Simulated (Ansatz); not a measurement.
# MoSi2N4 monolayer in a perpendicular field, part 2 of 2

Wanted: the out-of-plane response of the MoSi2N4 monolayer. A positive field points along +c.

Ansatz 0.2.0; plane-wave DFT, PBE-D3(BJ), Ansatz PAW (set soft_1); PAW set soft_1.

So far. Step 2 (Relaxing the slab): The lattice constant a goes from 2.920 to 2.886 Å.

**3. Single point, field 0**

A sawtooth potential applies the field, turning back in the middle of the vacuum. With the dipole correction the typed value is the field outside the slab. The induced dipole is small, so the SCF threshold is tight.

The cell differs from the one that the last finished run ended in (c 44.762 → 25.058 Å).

Contents of input.yaml:

```yaml
crystal:
  lattice:
    - [2.8857771753, 0.0, 0.0]
    - [-1.4428885877, 2.4991563435, 0.0]
    - [0.0, 0.0, 25.0579426494]
  atoms:
    - { symbol: "N", position: [0.0, 0.0, 0.3591675552] }
    - { symbol: Si, position: [0.3333333333, 0.6666666667, 0.3801238684] }
    - { symbol: "N", position: [0.3333333333, 0.6666666667, 0.4499906982] }
    - { symbol: Mo, position: [0.0, 0.0, 0.5] }
    - { symbol: "N", position: [0.3333333333, 0.6666666667, 0.5500093018] }
    - { symbol: Si, position: [0.3333333333, 0.6666666667, 0.6198761316] }
    - { symbol: "N", position: [0.0, 0.0, 0.6408324448] }
kpoints:
  mp_grid: { grid: [18, 18, 1] }
  band_path:
    path: [[0, 0, 0], [0.5, 0, 0], [0.33333333, 0.33333333, 0], [0, 0, 0]]
    npoints: 16
hamiltonian:
  xc: pbe
  dispersion: d3bj
  pseudopotentials: { kind: paw, azcp: { folder: soft_1 } }
scf:
  occupations: { method: fermi_dirac, width: 0.02585 }
  convergence: { dr2_threshold: 1.0e-10 }
efield:
  axis: 3
  dipole_correction: true
  ramp_position: 0.97
  ramp_width: 0.06
  amplitude: 0
output:
  dos: { projected: true, e_range: [-6, 5] }
  write_potential: true
  write_density: true
  volumetric_format: npy
  elf: true
```

Run with:

```console
$ ansatz run input.yaml --threads 2 --pin off --max-ram 3072MiB --backend cpu --events-out ev --progress --plain --runs-dir out
```

Numbers of over 12 decimals in the logs are rounded to 6 here.

Log:

```text
[...]
Crystal: 7 atoms, lattice volume = 180.718 Å³
Basis set: ecut = 420 eV, 3551 PW (Γ)
Bands: 28, of which v1, the nominal top of the filled ones, is band 21 counted from 1 (20 counted from 0)
Symmetry: 6 space group operations
k-points: 37 of 324 (time reversal used)
[...]
SCF iter   1: F=—  HF=-7781.498588 eV  |F-HF|=—  |Δ(HF+E_count)|=         —  Δρ=1.31e-1  dr2=3.62e1  ethr=3.10e-3  p=0.000 e·Å  D=5.29e-14 V/Å  ΔV_dip=-0.00 eV  dr2_dipole=1.68e-9  V_vac-E_F(+/−)=6.08/6.08 eV  ⟨swp⟩=10.4  Hψ=7224  notcnv=0
efield: sawtooth ramp at fractional position 0.9700 (set: `efield.ramp_position`, or a place that a band, a saddle search or an elastic batch's reference lends), width 0.0600; the density the first Hamiltonian is built on has a dipole p = 0.000 e·Å; the dipole correction subtracts the counter field D = 5.29e-14 V/Å, which shifts the + side's vacuum level by -0.00 eV against the − side's; the planar-averaged density in the ramp window peaks in size at 2.5e-6 e/Å³
[...]
SCF iter   2: F=—  HF=-7780.809548 eV  |F-HF|=—  |Δ(HF+E_count)|=   6.89e-1  Δρ=1.49e-1  dr2=8.94e1  ethr=3.10e-3  p=0.000 e·Å  D=2.90e-5 V/Å  ΔV_dip=-0.00 eV  dr2_dipole=5.10e-6  V_vac-E_F(+/−)=7.82/7.82 eV  ⟨swp⟩=5.8  Hψ=3853  notcnv=0  defer=85  recentre
[...]
SCF iter  16: F=-7771.796944 eV  HF=-7771.796944 eV  |F-HF|=1.64e-11  |Δ(HF+E_count)|=  3.82e-11  Δρ=1.92e-7  dr2=4.17e-11  ethr=1.00e-12  p=0.000 e·Å  D=1.32e-7 V/Å  ΔV_dip=-0.00 eV  dr2_dipole=1.56e-14  V_vac-E_F(+/−)=4.52/4.52 eV  ⟨swp⟩=14.5  Hψ=4662  notcnv=0
SCF 1 converged in 16 iterations: F = -7771.796944 eV  dr2 = 4.17e-11
[...]
NSCF: frozen V_eff on 49 k-points
efield: sawtooth ramp at fractional position 0.9700 (kept from the solve that this one continues, or follows in the run), width 0.0600; the density the first Hamiltonian is built on has a dipole p = 0.000 e·Å; the dipole correction subtracts the counter field D = 1.32e-7 V/Å, which shifts the + side's vacuum level by -0.00 eV against the − side's; the planar-averaged density in the ramp window peaks in size at 3.0e-6 e/Å³
[...]
SCF converged after 16 iterations
Free energy (F): -7771.796944 eV
[...]
Internal energy: -7771.796944 eV  (E = F + TS)
E sigma→0 (E₀):  -7771.796944 eV
Fermi energy:    2.392812 eV
Dipole field:    D = -0.000000 V/Å  (p = -0.000000 e·Å, saw-weighted, corrected)
Work function:   Φ+ = 4.5178 eV   Φ− = 4.5178 eV
Levels:          The Fermi level and band energies are counted from a zero that moves with the ramp; work functions are not
[...]
--- Band table (eV; the first three rows and the last of 37) ---
  k-point 0: bands = [... 17 lower, -0.9321, -0.9321, -0.8696, 1.3679, 4.3488, 4.3488, 4.6479, 4.6479, ... 3 higher]
  k-point 1: bands = [... 17 lower, -1.1123, -0.9985, -0.6982, 1.3385, 4.2485, 4.3360, 4.5833, 4.7367, ... 3 higher]
  k-point 2: bands = [... 17 lower, -1.2901, -1.1790, -0.6136, 1.1957, 4.1157, 4.3027, 4.5158, 4.9777, ... 3 higher]
  k-point 36: bands = [... 17 lower, -2.5958, -0.6520, 0.0614, 1.0177, 3.4081, 4.7252, 5.5586, 6.5796, ... 3 higher]
```

The job ended after 26 s (2 threads of Arm Neoverse V1, shared host; peak memory 0.5 GiB).

In the SCF lines HF is the Harris–Foulkes energy and dr2 the Hartree energy of the density residual, in eV; the loop may stop once dr2 is under the threshold and the program's other checks hold. Hψ counts applications of the Hamiltonian.

This step gave:

| Property | Result |
| --- | --- |
| dipole along the normal | -4.44e-8 e·Å |
| gap along the path | 2.040 eV |
| smallest direct gap along the path | 2.390 eV |
| ionisation energy, upper face | 5.543 eV |
| electron affinity, upper face | 3.503 eV |
| gap, the smaller of path and mesh | 2.040 eV |

Running mean over a fixed 2.6 Å (it still follows the layers) of the planar mean; the ramp of the sawtooth is left out. The electron's electrostatic potential energy less the Fermi level by z:

z (Å), electron's electrostatic potential energy less the Fermi level (eV) and a bar from the least value:
```
      3.5        4.5 ##############################
      4.0        4.5 ##############################
      4.5        4.5 ##############################
      5.0        4.5 ##############################
      5.5        4.5 ##############################
      6.0        4.5 ##############################
      6.5        4.4 ##############################
      7.0        4.0 #############################
      7.5        2.1 ##########################
      8.0       -2.1 ###################
      8.5       -5.9 #############
      9.0       -8.3 ##########
      9.5       -9.2 ########
     10.0      -10.0 #######
     10.5       -8.9 #########
     11.0       -8.8 #########
     11.5      -11.0 #####
     12.0      -13.4 #
     12.5      -14.2 
     13.0      -13.5 #
     13.5      -11.3 #####
     14.0       -9.0 ########
     14.5       -8.7 #########
     15.0       -9.9 #######
     15.5       -9.3 ########
     16.0       -8.4 #########
     16.5       -6.2 #############
     17.0       -2.6 ###################
     17.5        1.7 #########################
     18.0        3.9 #############################
     18.5        4.4 ##############################
     19.0        4.5 ##############################
     19.5        4.5 ##############################
     20.0        4.5 ##############################
     20.5        4.5 ##############################
     21.0        4.5 ##############################
     21.5        4.5 ##############################
```

The density of states has structure finer than the step of the table below, so its rows give means over 0.25 eV, whole bins alone (the curve runs from -6 to 2.99 eV). Peaks (eV: height): -4.180: 6.07, -3.330: 7.63, 1.690: 16.0, 1.910: 6.07, 2.130: 10.2, 2.520: 8.71, 2.600: 6.38.

Density of states against energy, zero at the Fermi level of the run, which the smearing sets inside the gap; means over each step:

| energy (eV) | density of states (states/eV a cell) |
| --- | --- |
| -5.75 | 3.97 |
| -5.50 | 2.69 |
| -5.25 | 2.41 |
| -5.00 | 2.63 |
| -4.75 | 2.82 |
| -4.50 | 4.24 |
| -4.25 | 4.23 |
| -4.00 | 3.52 |
| -3.75 | 4.15 |
| -3.50 | 3.39 |
| -3.25 | 6.55 |
| -3.00 | 3.59 |
| -2.75 | 1.09 |
| -2.50 | 0.760 |
| -2.25 | 0.201 |
| -2.00 | 4.27 |
| -1.75 | 1.83 |
| -1.50 | 0.992 |
| -1.25 | 0.417 |
| -1.00 | 0.206 |
| -0.75 | 0 |
| -0.50 | 0 |
| -0.25 | 0 |
| 0.00 | 0 |
| 0.25 | 0 |
| 0.50 | 0 |
| 0.75 | 0 |
| 1.00 | 0.100 |
| 1.25 | 0.447 |
| 1.50 | 1.81 |
| 1.75 | 5.92 |
| 2.00 | 3.35 |
| 2.25 | 5.29 |
| 2.50 | 6.17 |
| 2.75 | 1.30 |

Projected DOS per atom over height of the atomic layer and energy from the Fermi level. Layers: N Si N Mo N Si N from below.

Ten even steps from '0' (0.00 states/eV) to '9' (2.77 states/eV), each cell a mean:
```
0003000
1219121
0016100
0117110
0000000
0000000
0000000
0000000
0000000
0000000
0001000
0004000
0006000
0000000
2020202
3041403
2032302
2022202
2022202
1011101
2011102
2022202
```
Columns: height of the atomic layer (Å) from 9 to 16.1 (not evenly spaced); rows upwards: energy from the Fermi level (eV) from -5.96 to 2.95.

Electronic bands along the path, in eV, zero at the Fermi level of the run, which the smearing sets inside the gap:

| point | band 18 | band 19 | band 20 | band 21 | band 22 | band 23 | band 24 | band 25 |
| --- | --- | --- | --- | --- | --- | --- | --- | --- |
| Γ | -3.32 | -3.32 | -3.26 | -1.02 | 1.96 | 1.96 | 2.26 | 2.26 |
| halfway | -4.13 | -3.75 | -3.28 | -1.94 | 1.70 | 1.87 | 2.39 | 3.45 |
| M | -3.38 | -3.36 | -2.77 | -1.96 | 1.54 | 1.93 | 2.34 | 2.90 |
| halfway | -3.90 | -3.14 | -2.76 | -1.73 | 1.66 | 2.53 | 2.59 | 3.70 |
| K | -4.99 | -3.04 | -2.33 | -1.38 | 1.02 | 2.33 | 3.17 | 4.19 |
| halfway | -3.58 | -3.47 | -3.33 | -2.10 | 1.59 | 2.20 | 2.47 | 3.68 |
| Γ | -3.32 | -3.32 | -3.26 | -1.02 | 1.96 | 1.96 | 2.26 | 2.26 |

ELF in the ca plane at fractional y = 0.667, with atoms of Si and N within 0.2 Å of it. It is the smooth field of the valence electrons, not physical close to the nuclei.

Ten even steps from '0' (0.00) to '9' (0.87), each cell a mean:
```
00000000000000000135788731122135311211268876
00000000000000000136788731111135311110268876
00000000000000000024688632466423236653368875
00000000000000000002465336888841278887335652
00000000000000000001222349954851485499532221
00000000000000000001222349943751484399532221
00000000000000000002454337888841388888424542
00000000000000000024688633577422247753368864
```
Columns run along c (16.0 Å, from fractional 0.05 to 0.69 of the cell), rows up along a (2.9 Å). Atoms in or near the plane, at fractional coordinates: Si at (0.38, 0.33), N at (0.45, 0.33), N at (0.55, 0.33), Si at (0.62, 0.33).

Valence density in the ca plane at fractional y = 0.667, with atoms of Si and N within 0.2 Å of it. It is the smooth field of the valence electrons, not physical close to the nuclei.

Ten steps, logarithmic in the rise over the least value, from '0' (0.0 e/Å³) to '9' (3.4 e/Å³), each cell a mean:
```
00000000000245665433445776543334666421000000
00000000001245665433445776543334666421000000
00000000000235665445666666665445665421000000
00000000000134555567887556888654555320000000
00000000000124444579998557999864344310000000
00000000000124434579998557999864344310000000
00000000000134554567887556888654555320000000
00000000000135665445666666665445665421000000
```
Columns run along c (16.0 Å, from fractional 0.16 to 0.79 of the cell), rows up along a (2.9 Å). Atoms in or near the plane, at fractional coordinates: Si at (0.38, 0.33), N at (0.45, 0.33), N at (0.55, 0.33), Si at (0.62, 0.33).

Electrostatic potential energy in the ca plane at fractional y = 0.667, with atoms of Si and N within 0.2 Å of it. With pseudopotentials it is smooth inside the atoms' cores, unlike the true potential.

Values in eV, 5 rows by 16 columns, each cell a mean:
```
  7   7   7   7   5  -1   2   2 -19  -8   4   0   1   6   7   7
  7   7   7   7   4  -8  -2   1 -11  -5   2  -8  -2   6   7   7
  7   7   7   6   1 -27 -20 -28  -5 -16 -20 -27 -17   5   7   7
  7   7   7   6  -1 -24 -23 -34  -6 -20 -26 -23 -20   5   7   7
  7   7   7   7   3 -16  -8  -6  -7  -6  -3 -17  -7   6   7   7
```
Columns run along c (16.0 Å, from fractional 0.16 to 0.79 of the cell; values clipped at the 3rd and 97th percentile), rows up along a (2.9 Å). Atoms in or near the plane, at fractional coordinates: Si at (0.38, 0.33), N at (0.45, 0.33), N at (0.55, 0.33), Si at (0.62, 0.33).

The gap is 2.04 eV, with the valence edge 5.54 eV and the conduction edge 3.50 eV under the upper vacuum level.

**4. Single point, field 0.1 V/Å**

Edit input.yaml of step 3 so:

```diff
@@ -28,7 +28,6 @@
   dipole_correction: true
-  ramp_position: 0.97
-  ramp_width: 0.06
-  amplitude: 0
+  ramp_position: 0.9365
+  ramp_width: 0.1269
+  amplitude: 0.1
 output:
-  dos: { projected: true, e_range: [-6, 5] }
   write_potential: true
@@ -36,2 +35 @@
   volumetric_format: npy
-  elf: true
```

Log:

```text
[...]
Crystal: 7 atoms, lattice volume = 180.718 Å³
Basis set: ecut = 420 eV, 3551 PW (Γ)
Bands: 28, of which v1, the nominal top of the filled ones, is band 21 counted from 1 (20 counted from 0)
Symmetry: 6 space group operations
k-points: 37 of 324 (time reversal used)
[...]
k-point 0: bands = [... 17 lower, -0.9322, -0.9322, -0.8692, 1.3678, 4.3485, 4.3485, 4.6478, 4.6478, ... 3 higher]
  k-point 1: bands = [... 17 lower, -1.1121, -0.9986, -0.6980, 1.3384, 4.2479, 4.3357, 4.5831, 4.7366, ... 3 higher]
  k-point 2: bands = [... 17 lower, -1.2896, -1.1791, -0.6135, 1.1956, 4.1149, 4.3024, 4.5156, 4.9776, ... 3 higher]
  k-point 36: bands = [... 17 lower, -2.5961, -0.6537, 0.0632, 1.0175, 3.4079, 4.7247, 5.5584, 6.5794, ... 3 higher]
[key lines of the parts left out:]
SCF converged after 16 iterations
Free energy (F): -7771.798512 eV
Fermi energy:    2.392653 eV
Dipole field:    D = 0.031399 V/Å  (p = 0.031358 e·Å, saw-weighted, corrected)
```

The job ended after 27 s (2 threads; peak memory 0.47 GiB; 54 s of CPU time).

The dipole is 0.0314 e·Å, and the gap 2.040 eV.

**5. Single point, field -0.1 V/Å**

Edit input.yaml of step 4 so:

```diff
@@ -30,3 +30,3 @@
   ramp_width: 0.1269
-  amplitude: 0.1
+  amplitude: -0.1
 output:
```

Log:

```text
[...]
Crystal: 7 atoms, lattice volume = 180.718 Å³
Basis set: ecut = 420 eV, 3551 PW (Γ)
Bands: 28, of which v1, the nominal top of the filled ones, is band 21 counted from 1 (20 counted from 0)
Symmetry: 6 space group operations
k-points: 37 of 324 (time reversal used)
[...]
k-point 0: bands = [... 17 lower, -0.9324, -0.9324, -0.8694, 1.3676, 4.3483, 4.3483, 4.6477, 4.6477, ... 3 higher]
  k-point 1: bands = [... 17 lower, -1.1122, -0.9987, -0.6982, 1.3382, 4.2478, 4.3356, 4.5829, 4.7364, ... 3 higher]
  k-point 2: bands = [... 17 lower, -1.2897, -1.1793, -0.6136, 1.1954, 4.1147, 4.3023, 4.5154, 4.9774, ... 3 higher]
  k-point 36: bands = [... 17 lower, -2.5962, -0.6539, 0.0630, 1.0174, 3.4077, 4.7245, 5.5582, 6.5792, ... 3 higher]
[key lines of the parts left out:]
SCF converged after 16 iterations
Free energy (F): -7771.798512 eV
Fermi energy:    2.392482 eV
Dipole field:    D = -0.031397 V/Å  (p = -0.031357 e·Å, saw-weighted, corrected)
```

The job ended after 27 s (2 threads; peak memory 0.47 GiB; 54 s of CPU time).

The dipole is -0.0314 e·Å, and the gap 2.040 eV.

**6. Response, atoms held**

This step: plane-wave DFT, PBE-D3(BJ), Ansatz PAW (set soft_1); response to a field along the normal, atoms held; PAW set soft_1 (Ansatz 0.2.0).

The dipoles give the slope, and the difference of two potentials shows where the field is screened.

This step gave:

```
equivalent conductor thickness p/(ε₀AE) : 7.868 Å
distance between the outer atoms        : 7.058 Å
```

The dipole of the cell by applied field:

| applied field (V/Å) | dipole of the cell (e·Å) |
| --- | --- |
| -0.1000 | -0.0314 |
| 0.0000 | -4.4e-8 |
| 0.1000 | 0.0314 |

Local field over the applied field, running mean. From the potentials at -0.1 and 0.1 V/Å; running mean over 2.5 Å. The local field over applied field by z:

| z (Å) | local field over applied field |
| --- | --- |
| 4.5 | 1.000 |
| 5.0 | 0.998 |
| 5.5 | 0.995 |
| 6.0 | 0.983 |
| 6.5 | 0.949 |
| 7.0 | 0.868 |
| 7.5 | 0.726 |
| 8.0 | 0.562 |
| 8.5 | 0.400 |
| 9.0 | 0.286 |
| 9.5 | 0.213 |
| 10.0 | 0.182 |
| 10.5 | 0.163 |
| 11.0 | 0.148 |
| 11.5 | 0.108 |
| 12.0 | 0.0749 |
| 12.5 | 0.0593 |
| 13.0 | 0.0723 |
| 13.5 | 0.103 |
| 14.0 | 0.144 |
| 14.5 | 0.162 |
| 15.0 | 0.180 |
| 15.5 | 0.207 |
| 16.0 | 0.275 |
| 16.5 | 0.384 |
| 17.0 | 0.542 |
| 17.5 | 0.708 |
| 18.0 | 0.854 |
| 18.5 | 0.943 |
| 19.0 | 0.981 |
| 19.5 | 0.994 |
| 20.0 | 0.998 |
| 20.5 | 1.000 |
| 21.0 | 1.000 |

The induced electron density oscillates, so the rows of the table below give means over windows of 0.5 Å about each position, cut where the curve ends. Its maxima inside the range that stand out by 2 % of the span (Å: e/Å³ per V/Å): 8.21: 0.00388, 9.19: 0.00129, 10.58: 0.00148, 11.28: 0.00133, 13.22: 3.2e-4, 14.06: -2.5e-4, 15.31: 0.00220, 16.15: -4.6e-4. Its minima: 8.91: 4.6e-4, 9.74: -0.00220, 11.00: 2.5e-4, 11.83: -3.2e-4, 13.78: -0.00133, 14.48: -0.00148, 15.87: -0.00129, 16.84: -0.00388.

Electrons, planar mean, per unit field. Induced electron density against z; means over each step:

| z (Å) | induced electron density (e/Å³ per V/Å) |
| --- | --- |
| 4.5 | 1.6e-6 |
| 5.0 | 6.0e-6 |
| 5.5 | 2.2e-5 |
| 6.0 | 7.5e-5 |
| 6.5 | 2.4e-4 |
| 7.0 | 7.1e-4 |
| 7.5 | 0.00185 |
| 8.0 | 0.00343 |
| 8.5 | 0.00258 |
| 9.0 | 8.5e-4 |
| 9.5 | -9.2e-4 |
| 10.0 | -8.6e-4 |
| 10.5 | 0.00124 |
| 11.0 | 6.7e-4 |
| 11.5 | 6.5e-4 |
| 12.0 | -1.7e-4 |
| 12.5 | 2.0e-6 |
| 13.0 | 1.4e-4 |
| 13.5 | -4.9e-4 |
| 14.0 | -6.9e-4 |
| 14.5 | -0.00126 |
| 15.0 | 5.5e-4 |
| 15.5 | 0.00125 |
| 16.0 | -8.6e-4 |
| 16.5 | -0.00224 |
| 17.0 | -0.00355 |
| 17.5 | -0.00202 |
| 18.0 | -8.1e-4 |
| 18.5 | -2.7e-4 |
| 19.0 | -8.7e-5 |
| 19.5 | -2.5e-5 |
| 20.0 | -7.0e-6 |
| 20.5 | -1.9e-6 |
| 21.0 | -6.4e-7 |

The smaller of the gaps on the path and on the k-mesh, counted as 0 under 0.03 eV. The gap stays at 2.04 eV for applied field from -0.1 to 0.1 V/Å.

By hand: between -0.1 and 0.1 V/Å the dipole changes by 0.06271 e·Å, a slope of 0.3136 e·Å²/V. A perfect conductor of thickness t has p = ε₀AEt, so t = 180.95 × 0.3136 / 7.212 = 7.87 Å (e/ε₀ = 180.95 V·Å, A in Å²).

The induced dipole is that of a conductor 7.87 Å thick.

**7. Summary of results**

```yaml
gap_without_field: 2.04 eV
ionisation_energy_upper_face: 5.54 eV
electron_affinity_upper_face: 3.50 eV
equivalent_conductor_thickness_atoms_held: 7.87 Å
```

The induced dipole equals that of a perfect conductor 7.87 Å thick, while the outer atoms lie 7.06 Å apart; an out-of-plane ε follows only once a thickness t is chosen, by 1 − 1/ε = 7.87 Å / t. The gap stays within 0.01 eV of 2.04 eV over the fields run, up to 0.1 V/Å in size. Semilocal functionals give gaps that are too small, and excitons are not included. Spin-orbit coupling is left out, which matters for the bands of elements this heavy. The outer anions sit over the metal atoms, one of several polytypes of such layers and not the lowest for every compound.

[Logs are printed without paths, hosts, clocks, repeated set-up lines and the standing remarks that a program may print on its own settings, such as how far it seeks lower states.]

[Hosts, paths, dates, database ids (printed as entryN), source tags and the programs' standing remarks are cut or masked in the printed files.]

[Maps of the electrostatic potential energy from Ansatz leave out the sawtooth potential of an applied field or a dipole correction, so their vacuum need not be flat; planar profiles and work functions include it.]

[The density of states shown here was stored with 400 of the rows of the run's finer table, so its peaks can read low, often by over a quarter, or be missed, and its means over a window can be off by a tenth or more.]
